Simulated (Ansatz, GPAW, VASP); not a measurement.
One calculation of GaAs, 4 ways

```xyz
2
Lattice="0.0000 2.8268 2.8268 2.8268 0.0000 2.8268 2.8268 2.8268 0.0000" Properties=species:S:1:pos:R:3 pbc="T T T"
As    4.2403    4.2403    4.2403
Ga    0.0000    0.0000    0.0000
```

Alike in all runs: task band structure; functional revPBE; k mesh 8 × 8 × 8; occupations fermi-dirac, width 0.05 eV; no spin polarisation; no spin-orbit coupling. Pressure is positive in compression and, in plane waves, holds the error of the finite cutoff, which Ansatz's Pulay term estimates and takes out. Gaps are the smaller of the mesh's and the band path's.

```csv
program and potentials,plane-wave cutoff (eV),notes,band gap (eV),pressure (GPa)
"Ansatz, Ansatz PAW",420,"potentials made for PBE, which Ansatz adapts in part; 14 valence electrons an atom on average; Pulay term of +0.04 GPa included",0.61,4.69
"VASP, PBE PAW files As, Ga_d, 520 eV",520,potentials made for PBE; 9 valence electrons an atom on average,0.61,4.83
"Ansatz, all-electron LAPW, scalar-relativistic",-,-,0.62,4.68
"GPAW, the program's PAW data sets (release 1.2.1) made for this functional",600,4 valence electrons an atom on average,0.68,5.77
```

The band gap spans 0.61 (Ansatz, Ansatz PAW) to 0.68 eV (GPAW, the program's PAW data sets (release 1.2.1) made for this functional), with all-electron results at 0.62. The pressure spans 4.68 (Ansatz, all-electron LAPW, scalar-relativistic) to 5.77 GPa (GPAW, the program's PAW data sets (release 1.2.1) made for this functional), with all-electron results at 4.68. Some sets were made for another functional than the one run, which can shift their rows. Spin-orbit coupling, left out here, moves the band edges of heavy atoms.

Differences between rows come from potentials, basis sets and numerical settings, since the functional is the same but for its coding. Runs on potential files found faulty are left out.
